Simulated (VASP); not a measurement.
Write the native input for VASP 6.6.1 that does the following.

```
Task                   : relaxation of cell and atoms
Functional             : LDA
Potentials or basis    : VASP PAW LDA potentials, release 64 (Ga_d, N)
Cutoff                 : 600 eV
k mesh                 : 12 × 12 × 5
Occupations            : gaussian, width 0.03 eV
Spin                   : no spin polarisation
Further INCAR settings : ALGO = Normal; EDIFF = 1e-06; IBRION = 2; EDIFFG = -0.01; NSW = 90; ISIF = 3
```

The structure of GaN lies in POSCAR:

```
GaN
1.0
    3.1800000000      0.0000000000      0.0000000000
   -1.5900000000      2.7539607800      0.0000000000
    0.0000000000      0.0000000000      5.1660000000
Ga N
2 2
Direct
    0.3333333300      0.6666666700      0.0000000000
    0.6666666700      0.3333333300      0.5000000000
    0.3333333300      0.6666666700      0.3750000000
    0.6666666700      0.3333333300      0.8750000000
```

These files were run (other wordings do the same):

INCAR

```
SYSTEM = GaN
  PREC = Accurate
  ENCUT = 600
  EDIFF = 1E-6
  ISMEAR = 0
  SIGMA = 0.03
  LREAL = .False.
  LASPH = .True.
  NELM = 80
  ALGO = Normal
  ISIF = 3
  LWAVE = .False.
  LCHARG = .False.
  GGA = CA
  IBRION = 2
  NSW = 90
  EDIFFG = -0.01
```

KPOINTS

```
Automatic mesh
0
Gamma
  12 12 5
  0 0 0
```

Potentials or basis: VASP PAW LDA potentials, release 64 (Ga_d, N).

Launch:

```console
$ cat potpaw_LDA.64/Ga_d/POTCAR potpaw_LDA.64/N/POTCAR > POTCAR
$ mpirun -np 1 vasp_std > vasp.out
```

Results of the run:

The relaxed volume is 11.10 Å³/atom. The relaxed cell is a = 3.157 Å, b = 3.157 Å, c = 5.147 Å, α = 90.00°, β = 90.00°, γ = 120.00°. The space group after relaxing (to 0.05 Å) is P6_3mc (No. 186). The energy gained by relaxing is 2.7 meV/atom, the ionic steps are 3 and the pressure after relaxing is 0.0 GPa. The largest force after relaxing is 0.010 eV/Å. The band gap on the k mesh is 2.11 eV, direct.

Wall time 2.8 min on 1 thread of Intel(R) Xeon(R) Platinum 8488C (Sapphire Rapids), on a shared host, peak memory 0.2 GiB.
